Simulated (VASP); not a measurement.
# Au (Fm-3m) in VASP: settings compared, part 3 of 3

VASP 6.6.1. Earlier steps stand in the parts before.

### Step 5. Optical spectrum, LDA

The input, INCAR:

```
SYSTEM = Au
ALGO = Normal ; CSHIFT = 0.1
EDIFF = 1E-6 ; ENCUT = 520
GGA = CA ; ISIF = 2
ISMEAR = -1 ; LASPH = .TRUE.
LCHARG = .FALSE. ; LOPTICS = .TRUE.
LREAL = .FALSE. ; LWAVE = .FALSE.
NBANDS = 30 ; NEDOS = 2000
NELM = 80 ; PREC = Accurate
SIGMA = 0.05
```

The input, KPOINTS:

```
k-points
0
G
  20 20 20
  0 0 0
```

The input, POSCAR:

```
Au
1.0
    0.0000000000      2.0395000000      2.0395000000
    2.0395000000      0.0000000000      2.0395000000
    2.0395000000      2.0395000000      0.0000000000
Au
1
Direct
    0.0000000000      0.0000000000      0.0000000000
```

Potentials or basis: VASP PAW LDA potentials, release 64 (Au).

Started as:

```sh
> cat potpaw_LDA.64/Au/POTCAR > POTCAR
> mpirun -np 1 vasp_std > vasp.out
```

OUTCAR:

```text
SYSTEM = Au
   EDIFF = 1E-6
   ENCUT = 520
   GGA = CA
   ISIF = 2
   ISMEAR = -1
   LASPH = .TRUE.
   LREAL = .FALSE.
   NELM = 80
   PREC = Accurate

 ion  position               nearest neighbor table
[... 821 lines left out ...]
     1.84119    13.56072    13.56072    13.56072    -0.00000    -0.00000    -0.00000
     2.76178     7.97311     7.97311     7.97311     0.00000     0.00000     0.00000
     3.68237     5.25234     5.25234     5.25234    -0.00000     0.00000    -0.00000
     4.60297     3.15871     3.15871     3.15871     0.00000     0.00000    -0.00000
[... 92 lines left out ...]
    90.21814     0.83362     0.83362     0.83362    -0.00000    -0.00000    -0.00000
    91.13873     0.83761     0.83761     0.83761    -0.00000    -0.00000    -0.00000

  frequency dependent IMAGINARY DIELECTRIC FUNCTION (independent particle, no local field effects) current-current
     E(ev)      X         Y         Z        XY        YZ        ZX
  --------------------------------------------------------------------------------------------------------------
     0.00000    35.41076    35.41076    35.41076     0.00000    -0.00000     0.00000
     0.92059     2.05924     2.05924     2.05924     0.00000    -0.00000     0.00000
     1.84119     4.09563     4.09563     4.09563     0.00000    -0.00000     0.00000
     2.76178     7.99284     7.99284     7.99284     0.00000     0.00000     0.00000
     3.68237     6.65218     6.65218     6.65218     0.00000    -0.00000    -0.00000
     4.60297     5.26429     5.26429     5.26429     0.00000     0.00000     0.00000
[... 92 lines left out ...]
    90.21814     0.00007     0.00007     0.00007    -0.00000    -0.00000    -0.00000
    91.13873     0.00007     0.00007     0.00007    -0.00000    -0.00000    -0.00000

  frequency dependent      REAL DIELECTRIC FUNCTION (independent particle, no local field effects) current-current
     E(ev)        X           Y           Z          XY          YZ          ZX
  --------------------------------------------------------------------------------------------------------------
     0.00000     9.12315     9.12315     9.12315     0.00000    -0.00000     0.00000
     0.92059     9.72575     9.72575     9.72575     0.00000    -0.00000     0.00000
     1.84119    13.30117    13.30117    13.30117     0.00000    -0.00000     0.00000
     2.76178     7.40541     7.40541     7.40541    -0.00000    -0.00000    -0.00000
     3.68237     4.89590     4.89590     4.89590    -0.00000    -0.00000    -0.00000
     4.60297     2.92854     2.92854     2.92854    -0.00000    -0.00000    -0.00000
[... 92 lines left out ...]
    90.21814     0.83362     0.83362     0.83362     0.00000     0.00000     0.00000
    91.13873     0.83761     0.83761     0.83761     0.00000     0.00000     0.00000
```

OSZICAR:

```text
N       E                     dE             d eps       ncg     rms          rms(c)
DAV:   1     0.814891912176E+02    0.81489E+02   -0.41483E+03 15446   0.328E+02
DAV:   2    -0.156089482006E+01   -0.83050E+02   -0.73960E+02 19050   0.127E+02
DAV:   3    -0.476886042034E+01   -0.32080E+01   -0.31831E+01 20338   0.232E+01
DAV:   4    -0.477190054754E+01   -0.30401E-02   -0.30394E-02 16838   0.713E-01
DAV:   5    -0.477190170907E+01   -0.11615E-05   -0.11622E-05 17872   0.160E-02    0.974E+00
DAV:   6    -0.446838676584E+01    0.30351E+00   -0.56237E-01 16854   0.290E+00    0.603E+00
DAV:   7    -0.444632771008E+01    0.22059E-01   -0.44024E-02 18106   0.778E-01    0.289E+00
DAV:   8    -0.444294537219E+01    0.33823E-02   -0.73803E-04 17328   0.149E-01    0.263E-01
DAV:   9    -0.444294079385E+01    0.45783E-05   -0.73260E-06 17832   0.115E-02    0.139E-02
DAV:  10    -0.444294148576E+01   -0.69191E-06   -0.71744E-07 14448   0.253E-03
   1 F= -.44429415E+01 E0= -.44418554E+01  d E =-.217209E-02
 imaginary and real dielectric function
```

stdout:

```text
POSCAR found type information on POSCAR Au
 POSCAR found :  1 types and       1 ions
 scaLAPACK will be used
 LDA part: xc-table for (Slater(with rela. corr.)+CA(PZ))
 , standard interpolation
 POSCAR, INCAR and KPOINTS ok, starting setup
 FFT: planning ... GRIDC
 FFT: planning ... GRID_SOFT
 FFT: planning ... GRID
 WAVECAR not read
 entering main loop
 optical routines
 imaginary and real dielectric function
 recalculating local potential from charge density
 direction            1
 direction            2
 direction            3
```

Run time: 93 s. Hardware: 1 thread of AMD EPYC 7R13 (Zen 3), shared host; peak memory 0.24 GiB.

Results:

```yaml
Free_energy: -4.4429 eV
Pressure: -3.7 GPa
Band_gap_on_the_k_mesh: none (metal or under the smearing width)
```

Dielectric function (mean over the directions given):
| energy (eV) | real part | imaginary part |
| --- | --- | --- |
| 0.28 | 9.17 | 0.04 |
| 0.74 | 9.49 | 0.11 |
| 1.20 | 10.28 | 0.26 |
| 1.75 | 12.97 | 1.60 |
| 2.21 | 13.15 | 7.23 |
| 2.76 | 7.97 | 7.46 |
| 3.22 | 6.50 | 6.96 |
| 3.77 | 4.76 | 6.60 |
| 4.23 | 3.66 | 6.65 |
| 4.79 | 3.05 | 4.60 |
| 5.25 | 4.40 | 4.19 |
| 5.80 | 3.64 | 4.73 |
| 6.26 | 3.92 | 4.39 |
| 6.81 | 3.32 | 5.76 |
| 7.27 | 2.53 | 4.97 |
| 7.83 | 1.64 | 5.08 |
| 8.29 | 1.01 | 4.72 |
| 8.84 | 0.62 | 3.94 |
| 9.30 | 0.69 | 3.32 |
| 9.85 | 0.94 | 2.71 |
| 10.31 | 1.34 | 2.57 |
| 10.86 | 1.41 | 2.33 |
| 11.32 | 1.76 | 2.55 |
| 11.88 | 1.51 | 2.78 |
| 12.34 | 1.58 | 2.86 |
| 12.89 | 1.04 | 2.42 |
| 13.35 | 1.20 | 2.49 |
| 13.90 | 1.08 | 2.14 |
| 14.36 | 0.98 | 2.28 |
| 14.91 | 1.23 | 1.78 |
| 15.37 | 1.09 | 2.06 |
| 15.93 | 1.34 | 1.90 |
| 16.39 | 1.11 | 1.88 |
| 16.94 | 1.48 | 1.71 |
| 17.40 | 1.47 | 1.92 |
| 17.95 | 2.00 | 1.54 |
| 18.41 | 2.10 | 2.24 |
| 18.96 | 1.71 | 3.27 |
| 19.42 | 1.04 | 3.03 |
| 19.98 | 0.46 | 3.19 |

Caveat: independent-particle spectra lack excitons; the intraband (Drude) part of a metal's response may be missing.

### Step 6. Optical spectrum, PBEsol

INCAR, as its differences from that of step 5:

```diff
@@ -3,3 +3,3 @@
 EDIFF = 1E-6 ; ENCUT = 520
-GGA = CA ; ISIF = 2
+GGA = PS ; ISIF = 2
 ISMEAR = -1 ; LASPH = .TRUE.
```

KPOINTS is that of step 5.

POSCAR is that of step 5.

Potentials or basis: VASP PAW PBE potentials, release 64 (Au).

Started as:

```sh
> cat potpaw_PBE.64/Au/POTCAR > POTCAR
> mpirun -np 1 vasp_std > vasp.out
```

OUTCAR:

```text
SYSTEM = Au
   EDIFF = 1E-6
   ENCUT = 520
   GGA = PS
   ISIF = 2
   ISMEAR = -1
   LASPH = .TRUE.
   LREAL = .FALSE.
   NELM = 80
   PREC = Accurate

 ion  position               nearest neighbor table
[... 821 lines left out ...]
     1.84405    13.67023    13.67023    13.67023     0.00000    -0.00000    -0.00000
     2.76607     7.79867     7.79867     7.79867     0.00000     0.00000    -0.00000
     3.68810     5.29294     5.29294     5.29294     0.00000     0.00000    -0.00000
     4.61012     3.04357     3.04357     3.04357     0.00000     0.00000    -0.00000
[... 92 lines left out ...]
    90.35834     0.83483     0.83483     0.83483    -0.00000     0.00000     0.00000
    91.28037     0.83879     0.83879     0.83879    -0.00000     0.00000     0.00000

  frequency dependent IMAGINARY DIELECTRIC FUNCTION (independent particle, no local field effects) current-current
     E(ev)      X         Y         Z        XY        YZ        ZX
  --------------------------------------------------------------------------------------------------------------
     0.00000    35.63205    35.63205    35.63205     0.00000    -0.00000     0.00000
     0.92202     2.08089     2.08089     2.08089     0.00000    -0.00000     0.00000
     1.84405     4.45278     4.45278     4.45278     0.00000     0.00000    -0.00000
     2.76607     8.16243     8.16243     8.16243    -0.00000    -0.00000     0.00000
     3.68810     6.63752     6.63752     6.63752    -0.00000    -0.00000     0.00000
     4.61012     5.23313     5.23313     5.23313    -0.00000     0.00000    -0.00000
[... 92 lines left out ...]
    90.35834     0.00007     0.00007     0.00007     0.00000     0.00000    -0.00000
    91.28037     0.00007     0.00007     0.00007     0.00000     0.00000    -0.00000

  frequency dependent      REAL DIELECTRIC FUNCTION (independent particle, no local field effects) current-current
     E(ev)        X           Y           Z          XY          YZ          ZX
  --------------------------------------------------------------------------------------------------------------
     0.00000     9.18607     9.18607     9.18607     0.00000    -0.00000     0.00000
     0.92202     9.80985     9.80985     9.80985     0.00000    -0.00000     0.00000
     1.84405    13.35869    13.35869    13.35869     0.00000    -0.00000     0.00000
     2.76607     7.20956     7.20956     7.20956    -0.00000     0.00000    -0.00000
     3.68810     4.93589     4.93589     4.93589    -0.00000    -0.00000    -0.00000
     4.61012     2.81544     2.81544     2.81544     0.00000     0.00000    -0.00000
[... 92 lines left out ...]
    90.35834     0.83484     0.83484     0.83484     0.00000    -0.00000    -0.00000
    91.28037     0.83879     0.83879     0.83879     0.00000    -0.00000    -0.00000
```

It took 1.8 min on 1 thread of AMD EPYC 7R13 (Zen 3), shared host; peak memory 0.25 GiB.

Results:

```
Free energy            : -3.9255 eV
Pressure               : 0.3 GPa
Band gap on the k mesh : none (metal or under the smearing width)
```

Dielectric function (mean over the directions given):
| energy (eV) | real part | imaginary part |
| --- | --- | --- |
| 0.28 | 9.24 | 0.04 |
| 0.74 | 9.57 | 0.11 |
| 1.20 | 10.39 | 0.27 |
| 1.75 | 13.20 | 1.83 |
| 2.21 | 13.12 | 7.66 |
| 2.77 | 7.80 | 7.65 |
| 3.23 | 6.39 | 7.13 |
| 3.78 | 4.73 | 6.58 |
| 4.24 | 3.64 | 6.62 |
| 4.79 | 3.04 | 4.55 |
| 5.26 | 4.38 | 4.27 |
| 5.81 | 3.55 | 4.70 |
| 6.27 | 3.91 | 4.37 |
| 6.82 | 3.25 | 5.78 |
| 7.28 | 2.55 | 4.96 |
| 7.75 | 1.77 | 5.17 |
| 8.30 | 0.95 | 4.67 |
| 8.76 | 0.80 | 4.11 |
| 9.31 | 0.69 | 3.28 |
| 9.77 | 0.90 | 2.74 |
| 10.33 | 1.31 | 2.61 |
| 10.79 | 1.34 | 2.35 |
| 11.34 | 1.72 | 2.59 |
| 11.80 | 1.64 | 2.78 |
| 12.36 | 1.56 | 2.91 |
| 12.82 | 0.99 | 2.50 |
| 13.37 | 1.17 | 2.51 |
| 13.83 | 0.99 | 2.15 |
| 14.29 | 1.04 | 2.35 |
| 14.84 | 1.10 | 1.76 |
| 15.31 | 1.17 | 2.12 |
| 15.86 | 1.32 | 1.86 |
| 16.32 | 1.16 | 1.91 |
| 16.87 | 1.44 | 1.67 |
| 17.33 | 1.53 | 1.85 |
| 17.89 | 1.86 | 1.45 |
| 18.35 | 2.11 | 2.22 |
| 18.90 | 1.83 | 3.24 |
| 19.36 | 1.01 | 3.09 |
| 19.92 | 0.53 | 3.15 |

Caveat: independent-particle spectra lack excitons; the intraband (Drude) part of a metal's response may be missing; the PAW data sets were made with another functional, which shifts forces and pressure a little.

### Step 7. Summary

```tsv
level	potentials or basis	k mesh	gap on the mesh (eV)	pressure (GPa)
PBE	VASP PAW PBE potentials, release 64 (Au)	12 × 12 × 12	none	9.2
PBE	VASP PAW PBE potentials, release 64 (Au)	20 × 20 × 20	none	9.3
PBE	VASP PAW PBE potentials, release 64 (Au)	28 × 28 × 28	none	9.2
LDA	VASP PAW LDA potentials, release 64 (Au)	20 × 20 × 20	none	-3.7
PBEsol	VASP PAW PBE potentials, release 64 (Au)	20 × 20 × 20	none	0.3
```

Alike in all rows: task optical spectrum; no spin polarisation; cell as given; cutoff (eV) 520; smearing fermi-dirac 0.05 eV.

Caveats: independent-particle spectra lack excitons; the intraband (Drude) part of a metal's response may be missing; spectra need much finer meshes, so this one isn't converged (some runs); the PAW data sets were made with another functional, which shifts forces and pressure a little (some runs).

Absolute energies hang on the potentials; compare differences alone.
